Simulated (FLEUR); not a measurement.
## Na in FLEUR: convergence with Kmax

Na:

```xyz
1
Lattice="-2.1410 2.1410 2.1410 2.1410 -2.1410 2.1410 2.1410 2.1410 -2.1410" Properties=species:S:1:pos:R:3 pbc="T T T"
Na    0.0000    0.0000    0.0000
```

```yaml
Program: FLEUR MaX-R8.1 (later development tree)
Task: convergence study
Functional: PBE
Potentials_or_basis: all-electron
Basis: FLAPW
Kmax: 2.6 1/bohr
k_mesh: 7 × 7 × 7
Occupations: fermi-dirac, width 0.05 eV
Spin: no spin polarisation
```

These are the settings of the first run; the series varies Kmax, with any setting tied to it.

Hardware: 1 thread of Arm Neoverse N1, with other jobs on the host.

Task: The values tried are 2.6, 3, 3.4, 3.8, 4.2, 4.6, 5, 5.5, loosest first. From which on does the energy stay within 1 meV/atom of the tightest run that finished?

Result: From 3.4 on.

```tsv
Kmax	energy less the tightest run, at zero smearing (meV/atom)	SCF cycles	CPU time (s)	peak memory (GiB)
2.6	22.17	11	17	0.07
3	4.40	10	16	0.07
3.4	0.79	11	19	0.07
3.8	0.15	11	22	0.07
4.2	0.03	11	28	0.07
4.6	0.01	11	35	0.07
5	0.00	11	47	0.07
5.5	0.00	11	77	0.07
```

The tightest run that finished is the yardstick and may itself not be fully converged.

Caveat, for the tightest run too: the cutoff is high for the widest sphere, where the basis turns nearly dependent and energies can drift low.
